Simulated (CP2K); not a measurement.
Band structure of Sb2Te3 (R-3m, 5 atoms in the cell).

```xyz
5
Lattice="10.6940 0.0000 0.0000 9.8573 4.1467 0.0000 9.8573 1.9890 3.6386" Properties=species:S:1:pos:R:3 pbc="T T T"
Sb    18.3728     3.7072     2.1985
Sb    12.0357     2.4285     1.4402
Te    23.7960     4.8015     2.8474
Te     6.6125     1.3343     0.7912
Te     0.0000     0.0000     0.0000
```

Level of theory: PBE, GPW, DZVP-MOLOPT-SR-GTH basis, GTH-PBE potentials (GTH_POTENTIALS) (CP2K 2026.2).

Settings: CUTOFF = 400 Ry; REL_CUTOFF = 50 Ry; SMEAR/METHOD = GAUSSIAN; SIGMA = 0.05 eV; KPOINTS/SCHEME = MONKHORST-PACK 4 4 4; GAMMA_CENTERED = T; XC_FUNCTIONAL = PBE; Sb/BASIS_SET = DZVP-MOLOPT-SR-GTH; Sb/POTENTIAL = GTH-PBE-q5; Te/BASIS_SET = DZVP-MOLOPT-SR-GTH; Te/POTENTIAL = GTH-PBE-q6; METHOD = GPW; EPS_DEFAULT = 1e-10; EXTRAPOLATION = USE_GUESS.

The starting cell comes from a database of computed structures (which also holds hypothetical and non-ambient phases and stackings), without a prior relaxation at this level. Its lattice was rescaled by a random factor within 2.5 % of one. Spin-orbit coupling is off. Values carry the incompleteness of an atom-centred basis.

Question: Predict the gap along the standard path and the places of the band edges.

Answer: The gap along the path is 0.27 eV, direct at Γ to within 0.01 eV.

Levels in eV from the top of the valence band on the SCF mesh, bands 11 to 15:
```json
[
 {"point": "Γ", "11": "-1.89", "12": "-1.19", "13": "-1.19", "14": "0.00", "15": "0.27"},
 {"point": "L", "11": "-3.16", "12": "-2.28", "13": "-1.34", "14": "-0.74", "15": "0.51"},
 {"point": "Z", "11": "-1.29", "12": "-1.29", "13": "-1.08", "14": "-0.56", "15": "0.61"},
 {"point": "F", "11": "-2.25", "12": "-1.91", "13": "-1.61", "14": "-1.26", "15": "0.80"},
 {"point": "P1", "11": "-2.60", "12": "-1.71", "13": "-1.54", "14": "-1.27", "15": "0.94"},
 {"point": "P", "11": "-2.60", "12": "-1.71", "13": "-1.54", "14": "-1.27", "15": "0.94"}
]
```

Higher empty bands are left out: an atom-centred basis made for the valence describes them poorly.
